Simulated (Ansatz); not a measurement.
Zincblende BN, relaxed with r2SCAN in the PAW code Ansatz. It is cubic, F-43m (No. 216); conventional cell a = 3.610 Å, 5.88 Å³ an atom. B is surrounded by 4 N at 1.56 Å; N is surrounded by 4 B at 1.56 Å.

The axes x, y and z are those of this cell:
```xyz
2
Lattice="0.0000 1.8048 1.8048 1.8048 0.0000 1.8048 1.8048 1.8048 0.0000" Properties=species:S:1:pos:R:3 pbc="T T T"
B     0.0000    0.0000    0.0000
N     0.9024    0.9024    0.9024
```

Unstrained: With PBE the valence top lies at Γ and the conduction bottom at X, 4.477 eV higher; the smallest vertical gap, at Γ, is 8.852 eV. The r2SCAN gap is indirect, 5.003 eV (Γ to X), below the direct gap of 9.587 eV at Γ. With HSE06 the valence top lies at Γ and the conduction bottom at X, 5.794 eV higher; the smallest vertical gap, at Γ, is 10.592 eV. Meshes: PBE 12×12×12, r2SCAN 12×12×12, HSE06 8×8×8. Strains are changes of length per length. After each strain the atoms were relaxed again with r2SCAN within the symmetry that the strain leaves, so tilts or polar shifts that break it weren't tested; points keep the names that they have in the unstrained zone. (Simulation; spin polarisation is off.)

Task: Estimate what epitaxial -1.89 % in the xy plane, free normal strain +0.80 % does to the gap.

Result: PBE: the gap goes from 4.477 to 4.254 eV (-0.223 eV); with r2SCAN the top three valence levels at Γ, degenerate before, become 2+1 from the top over 292 meV. r2SCAN: the gap goes from 5.003 to 4.783 eV (-0.220 eV). HSE06: the gap goes from 5.794 to 5.574 eV (-0.220 eV). The r2SCAN energy rises by 12.6 meV an atom.

Task: One strain changed the r2SCAN stress by xx -12.24, yy -12.24, zz -12.24, xy -9.71, xz -9.71, yz -9.71 GPa (compression positive) and the gap by -0.093 eV (PBE), -0.102 eV (r2SCAN), -0.091 eV (HSE06). Which kind of strain was it, and roughly how large?

Result: Uniaxial +3.58 % along [111], other directions held. The pattern of the stress gives the kind; the size needs the stiffness, so it is an estimate.

Task: One strain changed the r2SCAN stress by xx +4.35, yy +4.35, zz +18.66 GPa (compression positive) and the gap by -0.383 eV (PBE), -0.385 eV (r2SCAN), -0.385 eV (HSE06). Which kind of strain was it, and roughly how large?

Result: Uniaxial -2.21 % along z, other directions held. The pattern of the stress gives the kind; the size needs the stiffness, so it is an estimate.

The meshes of the hybrids are coarse, so their gaps aren't converged to the digits shown.

The splittings at Γ are without spin-orbit coupling, which regroups them where it is of like size or larger.
